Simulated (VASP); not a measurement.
# ZnS (P6_3mc) in VASP: relaxation of cell and atoms with PBEsol

Aim: the relaxation of cell and atoms of ZnS with PBEsol.

Everything below comes from runs of VASP 6.6.1. Logs are shortened: lines on timing, memory, paths and dates and some standing lists are left out, and cuts for length are marked.

### Step 1. The crystal as given

It takes space group P6_3mc (No. 186, hexagonal). The conventional cell has a = 3.786 Å, b = 3.786 Å, c = 6.212 Å, α = 90.00°, β = 90.00°, γ = 120.00°. Zn (site symmetry 3m) is surrounded by 4 S at 2.32 Å. Around S (site symmetry 3m) lie 4 Zn at 2.32 Å.

### Step 2. Relaxation of cell and atoms, PBEsol

The input, INCAR:

```
SYSTEM = ZnS
ALGO = Normal
EDIFF = 1E-7
EDIFFG = -0.005
ENCUT = 600
GGA = PS
IBRION = 2
ISIF = 3
ISMEAR = 0
LASPH = .TRUE.
LCHARG = .FALSE.
LREAL = .FALSE.
LWAVE = .FALSE.
NELM = 80
NSW = 90
PREC = Accurate
SIGMA = 0.03
```

The input, KPOINTS:

```
k-points
0
G
  9 9 5
  0 0 0
```

The input, POSCAR:

```
ZnS                                     
1.0
    3.7855642229      0.0000000000      0.0000000000
   -1.8927821114      3.2783947809     -0.0000000000
    0.0000000000      0.0000000000      6.2124968648
  Zn              S             
     2     2
Direct
     0.3333333300000021    0.6666666699999979    0.0054117950195700
     0.6666666699999979    0.3333333300000021    0.5054117950195699
     0.3333333300000021    0.6666666699999979    0.3795882049804279
     0.6666666699999979    0.3333333300000021    0.8795882049804281
```

Potentials or basis: VASP PAW PBE potentials, release 64 (Zn, S).

Run with:

```sh
$ cat potpaw_PBE.64/Zn/POTCAR potpaw_PBE.64/S/POTCAR > POTCAR
$ mpirun -np 1 vasp_std > vasp.out
```

OUTCAR:

```text
SYSTEM = ZnS
   EDIFF = 1E-7
   EDIFFG = -0.005
   ENCUT = 600
   GGA = PS
   IBRION = 2
   ISIF = 3
   ISMEAR = 0
   LASPH = .TRUE.
   LREAL = .FALSE.
   NELM = 80
   NSW = 90
   PREC = Accurate

 ion  position               nearest neighbor table
   1  0.333  0.667  0.005-   4 2.32   4 2.32   4 2.32   3 2.32
   2  0.667  0.333  0.505-   3 2.32   3 2.32   3 2.32   4 2.32
   3  0.333  0.667  0.380-   2 2.32   2 2.32   2 2.32   1 2.32
   4  0.667  0.333  0.880-   1 2.32   1 2.32   1 2.32   2 2.32

  LATTYP: Found a hexagonal cell.
 ALAT       =     3.7855642229
 C/A-ratio  =     1.6411019597

  Lattice vectors:

 A1 = (   3.7855642229,   0.0000000000,   0.0000000000)
 A2 = (  -1.8927821114,   3.2783947809,   0.0000000000)
 A3 = (   0.0000000000,   0.0000000000,   6.2124968648)

Analysis of symmetry for initial positions (statically):
=====================================================================
 Subroutine PRICEL returns:
 Original cell was already a primitive cell.

 Routine SETGRP: Setting up the symmetry group for a
 hexagonal supercell.

 Subroutine GETGRP returns: Found 12 space group operations
 (whereof  6 operations were pure point group operations)
 out of a pool of 24 trial point group operations.

The static configuration has the point symmetry C_3v.
 The point group associated with its full space group is C_6v.

Analysis of symmetry for dynamics (positions and initial velocities):
=====================================================================
 Subroutine PRICEL returns:
 Original cell was already a primitive cell.

 Routine SETGRP: Setting up the symmetry group for a
 hexagonal supercell.

 Subroutine GETGRP returns: Found 12 space group operations
 (whereof  6 operations were pure point group operations)
 out of a pool of 24 trial point group operations.

The dynamic configuration has the point symmetry C_3v.
 The point group associated with its full space group is C_6v.

 Subroutine INISYM returns: Found 12 space group operations
 (whereof  6 operations are pure point group operations),
 and found     1 'primitive' translations

----------------------------------------------------------------------------------------

                                     Primitive cell

  volume of cell :      77.1007

  direct lattice vectors                    reciprocal lattice vectors
     3.785564223  0.000000000  0.000000000     0.264161415  0.152513664  0.000000000
    -1.892782111  3.278394781  0.000000000     0.000000000  0.305027328  0.000000000
     0.000000000  0.000000000  6.212496865     0.000000000  0.000000000  0.160965876

  length of vectors
     3.785564223  3.785564220  6.212496865     0.305027328  0.305027328  0.160965876

  position of ions in fractional coordinates (direct lattice)
     0.333333330  0.666666670  0.005411795
     0.666666670  0.333333330  0.505411795
     0.333333330  0.666666670  0.379588205
     0.666666670  0.333333330  0.879588205

  ion indices of the primitive-cell ions
   primitive index   ion index
                 1           1
                 2           2
                 3           3
                 4           4

----------------------------------------------------------------------------------------

 KPOINTS: k-points

Automatic generation of k-mesh.
 Grid dimensions read from file:
 generate k-points for:    9    9    5

 Generating k-lattice:

  Cartesian coordinates                     Fractional coordinates (reciprocal lattice)
     0.029351268  0.016945963  0.000000000     0.111111111  0.000000000  0.000000000
     0.000000000  0.033891925  0.000000000     0.000000000  0.111111111  0.000000000
     0.000000000  0.000000000  0.032193175     0.000000000  0.000000000  0.200000000

  Length of vectors
     0.033891925  0.033891925  0.032193175

  Shift w.r.t. Gamma in fractional coordinates (k-lattice)
     0.000000000  0.000000000  0.000000000

 Subroutine IBZKPT returns following result:
 ===========================================

 Found     36 irreducible k-points:

 Following reciprocal coordinates:
            Coordinates               Weight
  0.000000  0.000000  0.000000      1.000000
  0.111111 -0.000000  0.000000      6.000000
  0.222222  0.000000  0.000000      6.000000
  0.333333 -0.000000  0.000000      6.000000
  0.444444  0.000000  0.000000      6.000000
  0.111111  0.111111  0.000000      6.000000
[... 16 lines left out ...]
  0.333333  0.222222  0.200000     24.000000
  0.333333  0.333333  0.200000      4.000000
 [... further k-points ...]
   k-points           NKPTS =     36   k-points in BZ     NKDIM =     36   number of bands    NBANDS=     22
   number of dos      NEDOS =    301   number of ions     NIONS =      4
   total plane-waves  NPLWV =  45000
   dimension x,y,z NGX =    30 NGY =   30 NGZ =   50
   dimension x,y,z NGXF=    60 NGYF=   60 NGZF=  100
   ions per type =               2   2
   NGX,Y,Z   is equivalent  to a cutoff of  13.17, 13.17, 13.38 a.u.
   NGXF,Y,Z  is equivalent  to a cutoff of  26.35, 26.35, 26.76 a.u.
 SYSTEM =  ZnS
   PREC   = accura    normal or accurate (medium, high low for compatibility)
   ISTART =      0    job   : 0-new  1-cont  2-samecut
   ICHARG =      2    charge: 1-file 2-atom 10-const
   ISPIN  =      1    spin polarized calculation?
   LNONCOLLINEAR =      F non collinear calculations
   LSORBIT =      F    spin-orbit coupling
   LASPH  =      T    aspherical Exc in radial PAW
   ENCUT  =  600.0 eV  44.10 Ry    6.64 a.u.   7.56  7.56 12.41*2*pi/ulx,y,z
   NELM   =     80;   NELMIN=  2; NELMDL= -5     # of ELM steps
   EDIFF  = 0.1E-06   stopping-criterion for ELM
   LREAL  =      F    real-space projection
   EDIFFG = -.5E-02   stopping-criterion for IOM
   NSW    =     90    number of steps for IOM
   IBRION =      2    ionic relax: 0-MD 1-quasi-New 2-CG
   NFREE  =      1    steps in history (QN), initial steepest desc. (CG)
   ISIF   =      3    stress and relaxation
   ISYM   =      2    0-nonsym 1-usesym 2-fastsym
   POTIM  = 0.5000    time-step for ionic-motion
   TEBEG  =    0.0;   TEEND  =   0.0 temperature during run
   PSTRESS=    0.0 pullay stress
   NELECT =      36.0000    total number of electrons
   NUPDOWN=      -1.0000    fix difference up-down
   EMIN   =  10.00;   EMAX   =-10.00  energy-range for DOS
   EFERMI =   0.00;   METHOD = LEGACY
   ISMEAR =     0;   SIGMA  =   0.03  broadening in eV -4-tet -1-fermi 0-gaus
   EFERMI_NEDOS =   21; number of points for ismear=-14 and -15
   IALGO  =     38    algorithm
   IMIX   =      4    mixing-type and parameters
     AMIX     =   0.40;   BMIX     =  1.00
     AMIX_MAG =   1.60;   BMIX_MAG =  1.00
  volume/ion in A,a.u.               =      19.28       130.08
  Fermi-wavevector in a.u.,A,eV,Ry     =   1.270056  2.400058 21.946783  1.613043
  Thomas-Fermi vector in A             =   2.403064
   LORBIT       =      0    0 simple, 1 ext, 2 COOP (PROOUT), +10 PAW based schemes
   GGA     = PS    functional components
   LHFCALC =     F    Hartree Fock is set to
   AEXX    =    0.0000 exact exchange contribution
   IVDW    =     0    specifies the selected vdW correction
   LEPSILON=     F    determine dielectric tensor
   LRPA    =     F    only Hartree local field effects (RPA)
 conjugate gradient relaxation of ions
 non-spin polarized calculation
 Gauss-broadening in eV      SIGMA  =   0.03
  energy-cutoff  :      600.00
  volume of cell :       77.10
 maximum number of plane-waves:      2603
   NGX = 15   NGY = 15   NGZ = 25

 number of electron      35.9999995 magnetization

 Free energy of the ion-electron system (eV)
  ---------------------------------------------------
  ext. energy  EPLUGINS =         0.00000000
  ---------------------------------------------------
  free energy    TOTEN  =       -15.16771247 eV

  energy without entropy =      -15.16771247  energy(sigma->0) =      -15.16771247

 E-fermi :   2.3870     XC(G=0):  -9.9516

 val. band max:        2.2527792652   @ k =   0.0000   0.0000   0.0000
 cond. band min:       4.4030396481   @ k =   0.0000   0.0000   0.0000
 fundamental gap:      2.1502603830
 Fermi energy:         2.3869553957

 k-point     1 :       0.0000    0.0000    0.0000
  band No.  band energies     occupation
      1     -11.0953      2.00000
      2     -10.1033      2.00000
      3      -4.2246      2.00000
      4      -4.2082      2.00000
      5      -4.2082      2.00000
      6      -4.1229      2.00000
[... 14 lines left out ...]
     21       8.4594      0.00000
     22       8.4594      0.00000

 k-point     2 :       0.1111   -0.0000    0.0000
  band No.  band energies     occupation
      1     -11.0077      2.00000
      2     -10.0539      2.00000
      3      -4.2213      2.00000
      4      -4.2024      2.00000
      5      -4.1910      2.00000
      6      -4.1149      2.00000
[... 14 lines left out ...]
     21       8.0802      0.00000
     22       8.7050      0.00000

 k-point     3 :       0.2222    0.0000    0.0000
  band No.  band energies     occupation
      1     -10.7658      2.00000
      2      -9.9317      2.00000
      3      -4.2335      2.00000
      4      -4.1677      2.00000
      5      -4.1519      2.00000
      6      -4.0732      2.00000
[... 14 lines left out ...]
     21       8.0287      0.00000
     22       8.7655      0.00000
[... 476 lines left out ...]
 k-point    23 :       0.3333    0.2222    0.2000
  band No.  band energies     occupation
      1      -9.9973      2.00000
      2      -9.7924      2.00000
      3      -4.1727      2.00000
      4      -4.0784      2.00000
      5      -3.9990      2.00000
      6      -3.9131      2.00000
[... 14 lines left out ...]
     21       7.7628      0.00000
     22       8.6799      0.00000

 k-point    24 :       0.3333    0.3333    0.2000
  band No.  band energies     occupation
      1      -9.8511      2.00000
      2      -9.8511      2.00000
      3      -4.1718      2.00000
      4      -4.0224      2.00000
      5      -4.0224      2.00000
      6      -3.8955      2.00000
[... 14 lines left out ...]
     21       7.6621      0.00000
     22       9.7936      0.00000

 [... further k-points ...]

------------------------ aborting loop because EDIFF is reached ----------------------------------------

  FORCE on cell =-STRESS in cart. coord.  units (eV):
  Direction    XX          YY          ZZ          XY          YZ          ZX
  --------------------------------------------------------------------------------------
  -------------------------------------------------------------------------------------
  Total       -0.0134215     -0.0134215     -0.0052874     -0.0000000      0.0000000      0.0000000
  in kB       -0.2789026     -0.2789026     -0.1098737     -0.0000000      0.0000000      0.0000000
  external PRESSURE =      -0.2225596 kB  Pullay stress =       0.0000000 kB

 VOLUME and BASIS-vectors are now :
 -----------------------------------------------------------------------------
  energy-cutoff  :      600.00
  volume of cell :       77.10
      direct lattice vectors                 reciprocal lattice vectors
     3.785564223  0.000000000  0.000000000     0.264161415  0.152513664  0.000000000
    -1.892782111  3.278394781  0.000000000     0.000000000  0.305027328  0.000000000
     0.000000000  0.000000000  6.212496865     0.000000000  0.000000000  0.160965876

 POSITION                                       TOTAL-FORCE (eV/Angst)
 -----------------------------------------------------------------------------------
     -0.00000      2.18560      0.03362         0.000000      0.000000     -0.000704
      1.89278      1.09280      3.13987        -0.000000     -0.000000     -0.000704
     -0.00000      2.18560      2.35819        -0.000000      0.000000      0.000704
      1.89278      1.09280      5.46444         0.000000     -0.000000      0.000704
 -----------------------------------------------------------------------------------
    total drift:                               -0.000011      0.000006      0.001049

  FREE ENERGIE OF THE ION-ELECTRON SYSTEM (eV)
  ---------------------------------------------------
  free  energy   TOTEN  =       -15.1677124652 eV

  energy  without entropy=      -15.1677124652  energy(sigma->0) =      -15.16771247

 reached required accuracy - stopping structural energy minimisation
```

It took 34 s on 1 thread of Intel Xeon 6975P-C (Granite Rapids), shared host; peak memory 0.23 GiB.

What came out:

| Item | Value |
| --- | --- |
| Free energy | -15.1677 eV |
| Pressure after relaxing | 0.0 GPa |
| Band gap on the k mesh | 2.15 eV, direct |

Final structure:
```yaml
crystal:
  lattice:
    - [3.78556, 0.00000, 0.00000]
    - [-1.89278, 3.27839, 0.00000]
    - [0.00000, 0.00000, 6.21250]
  atoms:
    - { symbol: Zn, position: [0.33333, 0.66667, 0.00541] }
    - { symbol: Zn, position: [0.66667, 0.33333, 0.50541] }
    - { symbol: S, position: [0.33333, 0.66667, 0.37959] }
    - { symbol: S, position: [0.66667, 0.33333, 0.87959] }
```

Caveat: the relaxation stopped at its first step, so nothing moved; the PAW data sets were made with another functional, which shifts forces and pressure a little.
